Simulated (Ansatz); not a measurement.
# Ionic part of the dielectric constant of TlBr at 9 GPa, mode by mode

These are results of DFT PBEsol, scalar-relativistic, plane waves, PAW in Ansatz 0.2.0, not measurements. Plane waves to 420 eV; Γ-centred k mesh 8×8×8; fixed occupations. No spin polarisation. Phonons by linear response, acoustic sum rule imposed.

It takes space group Pm-3m (No. 221, cubic). Conventional cell: a = 3.663 Å, b = 3.663 Å, c = 3.663 Å, α = 90.00°, β = 90.00°, γ = 90.00°. Around Tl (site symmetry m-3m) lie 8 Br at 3.17 Å. Br (site symmetry m-3m) is surrounded by 8 Tl at 3.17 Å.

Spin–orbit coupling is left out, which matters for heavy elements. The run warned that the force constants aren't converged on this k mesh, so the frequencies and all that is formed from them are rough. The bands were filled as in an insulator; under compression the gap may have closed between mesh points.

The primitive cell has V = 49.16 Å³ and ε∞,yy = 8.786. Each polar mode adds Δε = (4.92064×10⁷/V)·S/ν² along y, with S its oscillator strength in e²/amu, ν in cm⁻¹ and V in Å³.

Question: From these modes, find each Δε and ε0,yy.
| ν (cm⁻¹) | S_yy (e²/amu) |
| --- | --- |
| 90.3 | 0.1013 |

Answer:
```tsv
ν (cm⁻¹)	Δε
90.3	12.44
```

The sum is 12.437, so ε0,yy = 21.22; the run's tensor has 21.22.

Question: Where do the longitudinal modes lie for a wave vector along y?

Answer: At 140 cm⁻¹. The Lyddane–Sachs–Teller product Π(ν_LO/ν_TO)² = 2.42 matches ε0/ε∞ = 2.42.

Cost: 1 run of about 0.27 core-minutes, on Intel Xeon 6975P-C (Granite Rapids) (shared hosts).